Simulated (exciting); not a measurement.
A run of exciting (release sodium) is set up as follows.

run_exciting.py

```python
import subprocess
import xml.etree.ElementTree as ET
from ase.io import read
from ase.units import Bohr

atoms = read("Ag.cif")
rmt = {'Ag': 2.3}  # bohr
tasks = """
<groundstate do="fromscratch" ngridk="9 9 9" rgkmax="8" gmaxvr="14" lmaxapw="10" lmaxmat="10" lmaxvr="8" stype="Fermi Dirac" swidth="0.00183747" nempty="26" ValenceRelativity="iora*" epsengy="1e-05" epspot="1e-05" maxscl="60" outputlevel="normal" vkloff="0.5 0.5 0.5">
  <libxc exchange="XC_LDA_X" correlation="XC_LDA_C_VWN"/>
</groundstate>
<properties>
  <DFTD2/>
  <momentummatrix/>
  <dielmat intraband="false" wmax="1" wgrid="200" swidth="0.004" tevout="true">
    <epscomp>1 1</epscomp>
    <epscomp>2 2</epscomp>
    <epscomp>3 3</epscomp>
  </dielmat>
</properties>
"""

root = ET.Element("input")
ET.SubElement(root, "title").text = "Ag"
structure = ET.SubElement(root, "structure", speciespath="./", tshift="false")
crystal = ET.SubElement(structure, "crystal", scale="1.0")
for vector in atoms.cell / Bohr:
    ET.SubElement(crystal, "basevect").text = " ".join(f"{x:.12f}" for x in vector)
symbols = atoms.get_chemical_symbols()
for element in dict.fromkeys(symbols):
    species = ET.SubElement(structure, "species", speciesfile=element + ".xml", rmt=str(rmt[element]))
    for symbol, position in zip(symbols, atoms.get_scaled_positions(wrap=False)):
        if symbol == element:
            ET.SubElement(species, "atom", coord=" ".join(f"{x:.12f}" for x in position))
root.extend(ET.fromstring("<tasks>" + tasks + "</tasks>"))
ET.indent(root)
ET.ElementTree(root).write("input.xml")
subprocess.run(["exciting_smp"], check=True)
```

Ag.cif

```cif
data_Ag
_cell_length_a 2.81885259
_cell_length_b 2.88328358
_cell_length_c 2.86059269
_cell_angle_alpha 109.88980633
_cell_angle_beta 107.88278609
_cell_angle_gamma 109.46931547
_space_group_name_H-M_alt 'P1'
_space_group_name_Hall 'P 1'
_space_group_IT_number 1
loop_
_space_group_symop_operation_xyz
'x,y,z'
loop_
_atom_site_label
_atom_site_type_symbol
_atom_site_symmetry_multiplicity
_atom_site_Wyckoff_symbol
_atom_site_fract_x
_atom_site_fract_y
_atom_site_fract_z
_atom_site_occupancy
Ag1 Ag 1 a 0.0000000000 0.0000000000 0.0000000000 1
```

Potentials or basis: all-electron LAPW+lo, shipped species files, valence relativity iora*.

Run with:

```console
$ OMP_NUM_THREADS=1 python run_exciting.py
```

Question: Predict the dispersion energy per atom.

Answer: -0.642 eV.

Dielectric function (mean over the directions given):
```csv
energy (eV),real part,imaginary part
0.27,4.79,0.01
0.82,4.88,0.03
1.50,5.18,0.07
2.18,5.99,0.23
2.86,5.78,2.89
3.54,3.33,5.49
4.22,4.06,2.77
4.90,1.15,3.83
5.58,2.33,1.95
6.26,2.87,2.88
6.94,2.25,1.72
7.62,2.63,2.54
8.30,2.37,2.01
8.98,1.83,2.13
9.66,2.52,2.59
10.34,1.26,2.63
11.02,1.42,1.62
11.70,1.26,1.77
12.38,1.53,1.43
13.06,1.29,1.62
13.74,1.17,1.52
14.42,1.34,1.02
15.10,1.76,1.43
15.78,1.57,1.67
16.46,1.58,1.64
17.14,0.92,1.77
17.82,1.37,1.68
18.50,0.51,1.97
19.18,0.69,1.14
19.86,0.68,1.34
```

Caveat: the dispersion energy is computed afterwards and isn't part of the total energy; the intraband (Drude) term of the metal is left out; spectra need much finer meshes, so this one isn't converged; independent-particle spectra lack excitons.
